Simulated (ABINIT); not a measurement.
Here is an ABINIT 10.8.3 (patched build) calculation.

The input run.abi:

```
# Pseudopotentials
pp_dirpath "./"
pseudos "40_Zr_12_2.0_2.5_pbe_n_v1.0.psp8, 16_S_6_1.8_1.9_pbe_n_v1.0.psp8"

# Structure
acell 6.9757020403 6.9757020403 11.4159810467
rprim
     1.0000000000     0.0000000000     0.0000000000
    -0.5000000000     0.8660254038     0.0000000000
     0.0000000000     0.0000000000     1.0000000000
ntypat 2
znucl 40 16
natom 3
typat 1 2 2
xred
     0.0000000000     0.0000000000     0.0000000000
     0.3333333333     0.6666666667     0.2379099700
     0.6666666667     0.3333333333     0.7620900300

# Plane-wave basis
ecut 18.0

# k points
kptopt 1
ngkpt 6 6 4
nshiftk 1
shiftk 0.0 0.0 0.0

# Exchange and correlation
ixc 11

# Bands and occupations
nband 14
occopt 1

# SCF cycle
nstep 100
tolvrs 1.0e-10
diemac 6.0

# Output
iomode 3
prtwf 0
prtden 0
prteig 0
prtebands 0
enunit 2
```

Potentials or basis: SPMS NC PBE v1.0.

Run with:

```bash
$ mpirun --bind-to none -np 8 abinit run.abi > log 2>&1
```

Task: What does it give for the band gap on the k mesh?

Result: 1.06 eV, indirect (least direct gap 1.62 eV).

Task: Predict the pressure.

Result: 0.6 GPa.

Stress tensor (GPa, compression positive):
```
0.25 0.00 0.00
0.00 0.25 0.00
0.00 0.00 1.18
```

Caveat: this functional lacks dispersion, which binds the layers, so the pressure and a relaxed spacing across them are unreliable.

**Experimental background.**

“Stress-Tuned Optical Transitions in Layered 1T-MX2 (M= Hf, Zr, Sn; X= S, Se) Crystals”, 2022, arxiv:2210.12074 quotes, for a bulk crystal of ZrS2: band gap 1.68 eV (indirect).

Against the measured gap of ZrS2, 1.68 eV (indirect; quoted in “Stress-Tuned Optical Transitions in Layered 1T-MX2 (M= Hf, Zr, Sn; X= S, Se) Crystals”, 2022, arxiv:2210.12074), the calculated 1.06 eV is off by -0.62 eV. Spin-orbit coupling on Zr is left out. The value is that of PBE on a finite k mesh, which can miss the band edges, without temperature or zero-point motion. Semilocal functionals fall short of measured gaps as a rule. The cell is a database's relaxed one, not the measured one, which moves gaps too.
